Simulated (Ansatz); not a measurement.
# SnO2: the band gap up the ladder of functionals

One table from this session's results is given with a row withheld; the runs are named, their logs left out.

Code: Ansatz 0.2.0. PAW datasets, plane waves. No spin polarisation and no zero-point or thermal motion; the cell was built from a prototype and may be hypothetical.

**The cell**

The cell was relaxed beforehand with r2SCAN.

It is tetragonal, P4_2/nmc (No. 137); conventional cell a = 3.549 Å, c = 5.429 Å, 11.40 Å³ an atom. Around Sn lie 4 O at 2.02 Å; around O lie 2 Sn at 2.02 Å.

The structure in full:

```
Sn O
1.0
     3.54901    0.00000    0.00000
     0.00000    3.54901    0.00000
     0.00000    0.00000    5.42926
Sn O
2 4
Direct
  0.50000 0.50000 0.50000
  0.00000 0.00000 0.00000
  0.00000 0.50000 0.67715
  0.50000 0.00000 0.82285
  0.50000 0.00000 0.32285
  0.00000 0.50000 0.17715
```

The first run:

input.yaml reads:

```yaml
crystal:
  lattice:
    - [3.5490131225, 0.0, 0.0]
    - [0.0, 3.5490131225, 0.0]
    - [0.0, 0.0, 5.4292608834]
  atoms:
    - { symbol: Sn, position: [0.5, 0.5, 0.5] }
    - { symbol: Sn, position: [0.0, 0.0, 0.0] }
    - { symbol: O, position: [0.0, 0.5, 0.6771525376] }
    - { symbol: O, position: [0.5, 0.0, 0.8228474624] }
    - { symbol: O, position: [0.5, 0.0, 0.3228474624] }
    - { symbol: O, position: [0.0, 0.5, 0.1771525376] }
kpoints:
  mp_grid: { grid: [8, 8, 6] }
  band_path:
    path:
      - [[0.0, 0.0, 0.0], [-3.997052498364e-52, 0.5, -5.950453810197e-34], [0.5, 0.5, -1.793917504632e-33], [0.0, 0.0, 0.0], [-4.02467915245e-50, -1.905765470334e-50, 0.5], [1.42023240381e-50, 0.5, 0.5], [0.5, 0.5, 0.5], [-4.02467915245e-50, -1.905765470334e-50, 0.5]]
      - [[-3.997052498364e-52, 0.5, -5.950453810197e-34], [1.42023240381e-50, 0.5, 0.5]]
      - [[0.5, 0.5, -1.793917504632e-33], [0.5, 0.5, 0.5]]
    npoints: 10
hamiltonian:
  xc: pbe
scf:
  occupations: { method: fermi_dirac, width: 0.02 }
  n_extra_bands: 5
output:
  forces: true
  stress: true
  eigenvalues: true
  write_density: true
  write_potential: true
  elf: true
  volumetric_format: npy
```

Launch:

```bash
ansatz run input.yaml --threads 2 --pin off --max-ram 20275MiB --backend cpu --events-out ev --progress --plain --runs-dir out
```

Steps of the session up to this table: PBE bands along the symmetry lines; r2SCAN; HSE06; Single point with PBE+SOC; PBE0 at the same geometry.

One table of the session follows, with a row left open; its other results are not shown here.

| level | gap (eV) |
| --- | --- |
| PBE | 1.13 |
| r2SCAN | 1.70 |
| HSE06 | ? |
| PBE+SOC | 1.13 |
| PBE0 | 3.32 |

**Question.** Estimate the row for HSE06.

**Answer.** gap (eV): 2.62. In the column «gap (eV)» it lies between r2SCAN (1.70) and PBE0 (3.32).

Meshes: PBE 8×8×6, r2SCAN 8×8×6, HSE06 4×4×4, PBE+SOC 8×8×6, PBE0 4×4×4

PBE gives the least gap, 1.13 eV, and PBE0 the largest, 3.32 eV. Against HSE06, PBE is short by 1.49 eV, at 43 % of it, and r2SCAN 65 %. PBE0 lies 0.70 eV above HSE06, which differs from it by screening the long-range exchange.

Caveats from the session: Warnings in the runs' records: stress scf threshold loose, stress exchange threshold loose.
